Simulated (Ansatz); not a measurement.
**InN, response to strain**

Consider InN in the zinc blende structure (space group F-43m, No. 216).

```xyz
2
Lattice="0.0000 2.5247 2.5247 2.5247 0.0000 2.5247 2.5247 2.5247 0.0000" Properties=species:S:1:pos:R:3 pbc="T T T"
N      3.7871     3.7871     3.7871
In     0.0000     0.0000     0.0000
```

Cartesian axes are those of the cell as printed.

Strains are applied to the cell and any free atomic positions relax; under biaxial strain the out-of-plane vector relaxes too; under stress the whole cell relaxes.

All numbers come from plane-wave PAW DFT at the PBE level (Ansatz, a quantum-chemistry and plane-wave program, 420 eV), no spin-orbit coupling, earlier PAW set.

Notes on the quantities. energy relative to the base: free energy F; pressure: mean of the normal stresses, compression positive.

```csv
variant,volume per atom,energy relative to the base,pressure,space group
base,16.09 Å³,0 meV/atom,0.0 GPa,F-43m (No. 216)
"biaxial strain −1.43 %, plane normal [001], relaxed out of plane",15.92 Å³,+2.8 meV/atom,1.3 GPa,I-4m2 (No. 119)
"biaxial strain +2.40 %, plane normal [110], relaxed out of plane",16.60 Å³,+13 meV/atom,-3.5 GPa,Imm2 (No. 44)
uniaxial strain ε_xx = −5.62 %,15.19 Å³,+26 meV/atom,7.8 GPa,I-4m2 (No. 119)
uniaxial strain ε_yy = +1.62 %,16.35 Å³,+2.1 meV/atom,-1.9 GPa,I-4m2 (No. 119)
uniaxial strain ε_zz = −0.99 %,15.93 Å³,+0.8 meV/atom,1.2 GPa,I-4m2 (No. 119)
"uniaxial stress, 1 GPa tension along z",16.13 Å³,+0.6 meV/atom,–,I-4m2 (No. 119)
"uniaxial stress, 2 GPa compression along z",15.99 Å³,+3.0 meV/atom,–,I-4m2 (No. 119)
tensor shear ε_xz = +0.32 %,16.09 Å³,+0.2 meV/atom,0.0 GPa,Imm2 (No. 44)
tensor shear ε_xz = +0.63 %,16.09 Å³,+0.6 meV/atom,0.0 GPa,Imm2 (No. 44)
```

A biaxial case was relaxed in a doubled cell and then solved in the primitive one. A case with no gap was solved on a k-mesh chosen for an insulator, which is coarse for it. Stability under load was not tested beyond the relaxation. All final runs are without spin polarisation. This is not the structure that InN has at room temperature and ambient pressure.
